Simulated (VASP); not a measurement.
A run of VASP 6.6.1 is set up as follows.

INCAR

```
ALGO     = Fast           # electronic algorithm
EDIFF    = 1E-6           # SCF threshold, eV
ENCUT    = 520            # plane-wave cutoff, eV
GGA      = PE             # functional
ISIF     = 2              # what is computed and relaxed
ISMEAR   = 0              # smearing method
LASPH    = T              # aspherical terms in the spheres
LCHARG   = F              # write CHGCAR
LREAL    = F              # projectors in reciprocal space
LWAVE    = F              # write WAVECAR
NBANDS   = 26             # bands
NELM     = 80             # most SCF steps
PREC     = Accurate       # precision mode
SIGMA    = 0.1            # smearing width, eV
```

File KPOINTS:

```
k-points
0
Gamma
  10 6 6
```

The input POSCAR:

```
K
1.0
    4.7930905475      0.0000000000      0.0000000000
    0.0000000000      8.0336568617      0.0000000000
    0.0000000000      0.0000000000      7.6528280199
K
4
Direct
    0.5000000000      0.6777580896      0.2500000000
    0.5000000000      0.3222419104      0.7500000000
    0.0000000000      0.1777580896      0.2500000000
    0.0000000000      0.8222419104      0.7500000000
```

Potentials or basis: VASP PAW PBE potentials, release 64 (K_sv).

Command:

```sh
$ cat potpaw_PBE.64/K_sv/POTCAR > POTCAR
$ mpirun -np 1 vasp_std > vasp.out
```

Q: Predict the pressure.

A: 0.0 GPa.

Q: Predict the band gap on the k mesh.

A: None (metal or under the smearing width).

Forces on the atoms (eV/Å):
```
K    0.000 -0.003  0.000
K    0.000  0.003  0.000
K    0.000 -0.003  0.000
K    0.000  0.003  0.000
```
